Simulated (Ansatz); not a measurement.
Here is an Ansatz 0.2.0 calculation.

File input.yaml:

```yaml
crystal:
  lattice:
    - [0.0, 2.04275, 2.04275]
    - [2.04275, 0.0, 2.04275]
    - [2.04275, 2.04275, 0.0]
  atoms:
    - { symbol: Ag, position: [0.0, 0.0, 0.0] }
hamiltonian:
  xc: pbe
  pseudopotentials: { kind: paw }
kpoints:
  mp_grid: { grid: [6, 6, 6] }
scf:
  occupations: { method: fermi_dirac, width: 0.05 }
  n_extra_bands: 6
output:
  forces: true
  stress: true
  eigenvalues: true
  dos: { projected: true, de: 0.05, nscf_kmesh: { grid: [9, 9, 9] } }
```

Potentials or basis: Ansatz PAW.

Run with:

```sh
$ ansatz run input.yaml --threads 2 --pin off --max-ram 5632MiB --backend cpu --events-out ev --progress --plain --runs-dir out
```

Problem. What does it give for the band gap on the k mesh?

Solution. None (metal or under the smearing width).

Problem. Predict the density of states at the Fermi level.

Solution. 0.28 states/eV per cell.

Problem. Estimate the pressure.

Solution. 5.5 GPa.

States per cell in windows of 0.5 eV (zero at the Fermi level; states under -8 eV left out):
```tsv
from (eV)	total	Ag 4d	Ag 5s
-8.0	0.02	0.00	0.02
-7.5	0.05	0.00	0.05
-7.0	0.17	0.07	0.09
-6.5	1.52	1.28	0.23
-6.0	1.17	1.11	0.05
-5.5	1.23	1.18	0.04
-5.0	1.75	1.67	0.07
-4.5	1.54	1.48	0.04
-4.0	1.39	1.35	0.03
-3.5	1.49	1.45	0.04
-3.0	0.10	0.06	0.04
-2.5	0.11	0.05	0.05
-2.0	0.12	0.04	0.06
-1.5	0.12	0.03	0.07
-1.0	0.13	0.03	0.07
-0.5	0.14	0.03	0.07
0.0	0.14	0.02	0.07
0.5	0.14	0.02	0.07
1.0	0.13	0.01	0.06
1.5	0.14	0.01	0.05
2.0	0.12	0.01	0.04
2.5	0.12	0.01	0.04
3.0	0.09	0.00	0.03
3.5	0.11	0.01	0.04
4.0	0.11	0.01	0.06
4.5	0.15	0.01	0.06
5.0	0.15	0.01	0.05
5.5	0.17	0.00	0.05
6.0	0.19	0.00	0.05
6.5	0.18	0.00	0.05
7.0	0.19	0.00	0.05
7.5	0.19	0.00	0.04
```

Caveat: the k mesh is coarse (spacing up to 0.44 Å⁻¹), so the values aren't converged.
